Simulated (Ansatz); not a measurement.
# InAs (F-43m) in Ansatz: notebook

Aim: see how the results for InAs move with the level of theory and the settings. Levels: RPBE, revPBE. Tasks: band structure.

Everything below comes from runs of Ansatz 0.2.0. Logs are shortened: lines on timing, memory, paths and dates and some standing lists are left out, and cuts for length are marked.

**The experiment to reproduce.**

From a printed reference work, data compilation, for a bulk crystal of InAs at 4.2 K: band gap 0.418 eV (direct).

How close the calculation comes is told below.

## Step 1: The crystal as given

It takes space group F-43m (No. 216, cubic). Conventional cell: a = 6.036 Å, b = 6.036 Å, c = 6.036 Å, α = 90.00°, β = 90.00°, γ = 90.00°. In (site symmetry -43m) has 4 As at 2.61 Å as nearest neighbours. Around As (site symmetry -43m) lie 4 In at 2.61 Å.

## Step 2: Band structure, RPBE

input.yaml reads:

```yaml
crystal:
  lattice:
    - [0.0, 3.018, 3.018]
    - [3.018, 0.0, 3.018]
    - [3.018, 3.018, 0.0]
  atoms:
    - { symbol: In, position: [0.0, 0.0, 0.0] }
    - { symbol: As, position: [0.75, 0.75, 0.75] }
hamiltonian:
  xc: rpbe
  pseudopotentials: { kind: paw }
kpoints:
  mp_grid: { grid: [8, 8, 8] }
  band_path:
    path:
      - [[0.0, 0.0, 0.0], [0.5, 0.0, 0.5], [0.5, 0.25, 0.75], [0.375, 0.375, 0.75], [0.0, 0.0, 0.0], [0.5, 0.5, 0.5], [0.625, 0.25, 0.625], [0.5, 0.25, 0.75], [0.5, 0.5, 0.5], [0.375, 0.375, 0.75]]
      - [[0.625, 0.25, 0.625], [0.5, 0.0, 0.5]]
    npoints: 14
scf:
  occupations: { method: fermi_dirac, width: 0.05 }
  n_extra_bands: 6
output:
  forces: true
  stress: true
  eigenvalues: true
  fatbands: false
```

Potentials or basis: Ansatz PAW.

On the command line:

```
ansatz run input.yaml --threads 2 --pin off --max-ram 5632MiB --backend cpu --events-out ev --progress --plain --runs-dir out
```

What it wrote:

```text
Warning: RAYON_NUM_THREADS=2 ignored (pool sized by the plan → 2); use --threads N
scf.n_extra_bands = 6 over 14 filled bands (N_el = 28.0): the run solves 20 bands
Engine: ansatz 0.2.0, x86_64-unknown-linux-gnu
Pseudopotentials: kind: paw
Pseudopotential: In, paw, valence charge 13, recommended cutoff 420 eV (normal), In.paw.azcp
Pseudopotential: As, paw, valence charge 15, recommended cutoff 420 eV (normal), As.paw.azcp
Functional definition: RPBE
  parameter kappa = 0.804
  parameter beta = 0.06672455060314922
  exchange = rpbe_x(kappa = kappa, mu = beta*pi^2/3)
  correlation = pbe_c(beta = beta)
Crystal: 2 atoms, lattice volume = 54.978 Å³
Basis set: ecut = 420 eV, 1067 PW (Γ), exchange–correlation on 60×60×60 points (8 copies of the dense FFT grid, shifted against one another)
Bands: 20, of which v1, the nominal top of the filled ones, is band 14 counted from 1 (13 counted from 0)
Symmetry: 24 space group operations
Space group: F-43m (ITA 216), of the structure as read, at distance tolerance 3.8e-5 Å
k-points: 29 of 512 (time reversal used)
Non-local potential: In, projectors of the file, l = 0: 2, l = 1: 2, l = 2: 2, l = 3: 2
Non-local potential: As, projectors of the file, l = 0: 2, l = 1: 2, l = 2: 3, l = 3: 1
PAW form: soft (Blöchl's): semilocal exchange-correlation on the pseudo side does not see the compensation charge
PAW frozen core: In, regenerated for the run's functional, and the local potential with it (the file was generated under x = pbe(κ = 0.804, μ = 0.2195149727645171), c = pbe(β = 0.06672455060314922))
PAW frozen core: As, regenerated for the run's functional, and the local potential with it (the file was generated under x = pbe(κ = 0.804, μ = 0.2195149727645171), c = pbe(β = 0.06672455060314922))
PAW one-centre angular grid: In, 590 points (default); XC on 64 Gauss nodes
PAW one-centre angular grid: As, 590 points (default); XC on 64 Gauss nodes
Initial density: superposition of atomic densities (neutral atoms: chi_scale 0, normalization atom), corrected by the library's trained network
Initial wavefunctions: pseudopotential atomic-orbital guess
Functional: x = rpbe, c = pbe(β = 0.06672455060314922)
SCF iter   1: F=—  HF=-10468.691815 eV  |F-HF|=—  |Δ(HF+E_count)|=         —  Δρ=3.32e-3  dr2=6.06e-3  ethr=1.77e-3  ⟨swp⟩=6.0  Hψ=2910  notcnv=0
preconditioner: auto → none  [insulator: Δε(μ)=1.044 eV  Ē_g=16.444 eV  σ=0.050 eV  W_gap=0.74  n_scr=14 (ndim 8)  ℏωp=21.2 eV  f_vac=0.106  D(μ)=0.06/eV (n_scr^D=0)  ε∞_Penn≈2.7]
SCF iter   2: F=—  HF=-10468.689147 eV  |F-HF|=—  |Δ(HF+E_count)|=   2.67e-3  Δρ=9.61e-4  dr2=6.79e-4  ethr=2.16e-5  ⟨swp⟩=2.0  Hψ=1204  notcnv=0  defer=41
SCF iter   3: F=—  HF=-10468.688943 eV  |F-HF|=—  |Δ(HF+E_count)|=   2.04e-4  Δρ=3.65e-4  dr2=6.59e-5  ethr=2.43e-6  ⟨swp⟩=2.0  Hψ=793  notcnv=0  defer=41
SCF iter   4: F=—  HF=-10468.688970 eV  |F-HF|=—  |Δ(HF+E_count)|=   2.69e-5  Δρ=1.01e-4  dr2=4.25e-6  ethr=2.35e-7  ⟨swp⟩=2.2  Hψ=816  notcnv=0  defer=41
SCF iter   5: F=—  HF=-10468.688969 eV  |F-HF|=—  |Δ(HF+E_count)|=   9.91e-7  Δρ=3.76e-5  dr2=5.47e-7  ethr=1.52e-8  ⟨swp⟩=2.0  Hψ=946  notcnv=0  defer=41
SCF iter   6: F=-10468.688969 eV  HF=-10468.688969 eV  |F-HF|=6.30e-9  |Δ(HF+E_count)|=   5.01e-7  Δρ=8.65e-6  dr2=2.51e-8  ethr=3.57e-10  ⟨swp⟩=8.9  Hψ=2778  notcnv=0
SCF 1 converged in 6 iterations: F = -10468.688969 eV  dr2 = 2.51e-8
NSCF: frozen V_eff on 142 k-points
SCF converged after 6 iterations
Free energy (F): -10468.688969 eV
Harris-Foulkes:  -10468.688969 eV  (|F-HF|=6.30e-9)
Internal energy: -10468.688399 eV  (E = F + TS)
E sigma→0 (E₀):  -10468.688684 eV
Entropy (-TS):   -0.000571 eV (-0.285 meV/atom)
Fermi energy:    8.090191 eV
--- Per-component energies (eV) ---
  E_band       = -306.295494
  E_kinetic    = 347.191037
  E_local      = -3266.745235  (includes V_loc(G=0)·N_el)
  E_nonlocal   = -304.945103
  E_hartree    = 1583.564309
  E_xc         = -295.261939
  E_vxc        = -178.349306  (∫ρ·V_xc dr)
  E_paw        = -6004.525285  (= ΣΔE_a)
  E_vpaw       = -70.582337  (= ΣTr[D̂ρ^β])
  E_aug_tail   = 0.000035  (compensation charges beyond the density's cutoff)
  E_ewald      = -2527.799418
  E_core_change = -0.166799  (= ΣΔE_core)
  E_smearing   = -0.000571  (= −TS)
  E_closure    = -0.000000  (closes the sum)
  Σ components = -10468.688969   (vs F -10468.688969, Δ=0.00e0)
--- Forces (eV/Å), atoms counted from 1 ---
  atom   1  In    -0.00000000     0.00000000     0.00000000
  atom   2  As     0.00000000    -0.00000000    -0.00000000
  max |Σ_I F_I| component: 2.41e-16 eV/Å
--- Stress (GPa, compression-positive) ---
        6.038701       0.000000      -0.000000
       -0.000000       6.038701       0.000000
       -0.000000       0.000000       6.038701
  P = ⅓ Tr σ = 6.0387 GPa (60.387 kbar)
--- Band table (eV; the first three rows and the last of 29) ---
  k-point 0: bands = ["-26.8937", "-26.8937", "-26.8937", "-26.8856", "-26.8856", "-6.3902", "-6.3902", "-6.3902", "-6.2633", "-6.2633", "-3.8228", "7.9927", "8.0338", "8.0338", "8.0338", "11.9977", "11.9977", "11.9977", "15.7867", "17.7624"]
  k-point 1: bands = ["-26.8937", "-26.8936", "-26.8936", "-26.8856", "-26.8856", "-6.4103", "-6.3843", "-6.3843", "-6.2634", "-6.2634", "-3.6605", "6.2074", "7.8422", "7.8422", "9.2339", "12.1794", "12.2783", "12.2783", "16.5956", "16.9134"]
  k-point 2: bands = ["-26.8937", "-26.8935", "-26.8935", "-26.8856", "-26.8856", "-6.4555", "-6.3714", "-6.3714", "-6.2621", "-6.2621", "-3.2158", "4.3778", "7.4636", "7.4636", "9.3898", "12.7140", "12.7140", "13.3163", "16.6010", "16.6752"]
  k-point 28: bands = ["-26.8936", "-26.8936", "-26.8931", "-26.8856", "-26.8853", "-6.5499", "-6.3387", "-6.3150", "-6.2786", "-6.2552", "-1.7464", "2.3651", "5.0949", "5.1797", "12.3128", "12.4237", "13.1392", "14.2395", "18.0057", "19.8463"]
```

bands.tsv:

```text
# k_distance	band_0	band_1	band_2	band_3	band_4	band_5	band_6	band_7	band_8	band_9	band_10	band_11	band_12	band_13	band_14	band_15	band_16	band_17	band_18	band_19
# fermi_ev = 8.090191
[... 158 lines left out ...]
6.629499	-34.984309	-34.983335	-34.983332	-34.975953	-34.975355	-14.662940	-14.398519	-14.397588	-14.391474	-14.331306	-9.886568	-5.863913	-2.419484	-2.370161	1.644553	2.139051	9.091212	9.253562	9.443968	11.506018
6.655787	-34.984315	-34.983332	-34.983331	-34.975956	-34.975353	-14.663338	-14.397671	-14.397403	-14.392182	-14.331122	-9.887491	-5.866310	-2.388667	-2.376153	1.615456	2.108045	9.215026	9.311612	9.398767	11.499947
6.682075	-34.984316	-34.983330	-34.983330	-34.975956	-34.975353	-14.663464	-14.397341	-14.397341	-14.392460	-14.331060	-9.887804	-5.867112	-2.378153	-2.378153	1.605077	2.098151	9.308317	9.331673	9.331673	11.495803
```

Wall time 5.9 s (2 threads of Intel Xeon at 2.70GHz, shared host); peak memory 0.38 GiB.

Results:

```yaml
Free_energy: -10468.6890 eV
Pressure: 6.0 GPa
Band_gap_on_the_k_mesh: none (metal or under the smearing width)
```

Levels at the corners of the path, in eV from the Fermi level:
```
point  band 11  band 12  band 13  band 14  band 15  band 16  band 17  band 18
    Γ   -11.91    -0.10    -0.06    -0.06    -0.06     3.91     3.91     3.91
    X    -9.89    -5.87    -2.38    -2.38     1.61     2.10     9.31     9.33
    W    -9.84    -5.73    -3.00    -2.91     4.22     4.33     5.05     6.15
    K    -9.91    -5.73    -3.31    -2.00     2.16     4.30     7.38     7.43
    Γ   -11.91    -0.10    -0.06    -0.06    -0.06     3.91     3.91     3.91
    L   -10.43    -5.79    -1.04    -1.04     1.02     4.68     4.68     6.98
    U    -9.91    -5.73    -3.31    -2.00     2.16     4.30     7.38     7.43
    W    -9.84    -5.73    -3.00    -2.91     4.22     4.33     5.05     6.15
    L   -10.43    -5.79    -1.04    -1.04     1.02     4.68     4.68     6.98
    K    -9.91    -5.73    -3.31    -2.00     2.16     4.30     7.38     7.43
    U    -9.91    -5.73    -3.31    -2.00     2.16     4.30     7.38     7.43
    X    -9.89    -5.87    -2.38    -2.38     1.61     2.10     9.31     9.33
```

Caveat: spin-orbit coupling is left out, which moves the levels of the heavy elements; the PAW data sets come from PBE, with cores solved anew for the run's functional, which leaves a small shift of forces and pressure; this crystal is a semiconductor, whose small gap the functional closes, so the metal is an error of the method.

## Step 3: Band structure, revPBE

input.yaml, as its differences from that of step 2:

```diff
@@ -9,3 +9,3 @@
 hamiltonian:
-  xc: rpbe
+  xc: revpbe
   pseudopotentials: { kind: paw }
@@ -26 +26,5 @@
   fatbands: false
+  write_density: true
+  write_potential: true
+  elf: true
+  volumetric_format: npy
```

Potentials or basis: Ansatz PAW.

On the command line:

```
ansatz run input.yaml --threads 2 --pin off --max-ram 5632MiB --backend cpu --events-out ev --progress --plain --runs-dir out
```

It took 5.5 s on 2 threads of Intel Xeon at 2.70GHz, shared host; peak memory 0.4 GiB.

The run converged. Its results:

| Item | Value |
| --- | --- |
| Free energy | -10464.5798 eV |
| Pressure | 5.6 GPa |
| Band gap on the k mesh | none (metal or under the smearing width) |

Levels at the corners of the path, in eV from the Fermi level:
```tsv
point	band 11	band 12	band 13	band 14	band 15	band 16	band 17	band 18
Γ	-11.92	-0.13	-0.05	-0.05	-0.05	3.90	3.90	3.90
X	-9.89	-5.87	-2.38	-2.38	1.58	2.08	9.27	9.32
W	-9.84	-5.73	-3.00	-2.92	4.22	4.31	5.03	6.12
K	-9.91	-5.74	-3.32	-2.00	2.13	4.29	7.36	7.42
Γ	-11.92	-0.13	-0.05	-0.05	-0.05	3.90	3.90	3.90
L	-10.44	-5.80	-1.04	-1.04	0.99	4.67	4.67	6.94
U	-9.91	-5.74	-3.32	-2.00	2.13	4.29	7.36	7.42
W	-9.84	-5.73	-3.00	-2.92	4.22	4.31	5.03	6.12
L	-10.44	-5.80	-1.04	-1.04	0.99	4.67	4.67	6.94
K	-9.91	-5.74	-3.32	-2.00	2.13	4.29	7.36	7.42
U	-9.91	-5.74	-3.32	-2.00	2.13	4.29	7.36	7.42
X	-9.89	-5.87	-2.38	-2.38	1.58	2.08	9.27	9.32
```

Caveat: spin-orbit coupling is left out, which moves the levels of the heavy elements; the PAW data sets come from PBE, with cores solved anew for the run's functional, which leaves a small shift of forces and pressure; this crystal is a semiconductor, whose small gap the functional closes, so the metal is an error of the method.

## Step 4: Against experiment

Step 2. Against the measured gap of InAs, 0.418 eV (direct; 4.2 K; a printed reference work, data compilation), the calculated 0.00 eV is off by -0.42 eV. Spin-orbit coupling on As, In is left out. The value is that of RPBE on a finite k mesh, which can miss the band edges, without temperature or zero-point motion. Semilocal functionals fall short of measured gaps as a rule.

Step 3. Measured gap of InAs: 0.418 eV (direct; 4.2 K; a printed reference work, data compilation). This calculation gives 0.00 eV (-0.42 eV). Spin-orbit coupling on As, In is left out. The value is that of revPBE on a finite k mesh, which can miss the band edges, without temperature or zero-point motion. Semilocal functionals fall short of measured gaps as a rule.
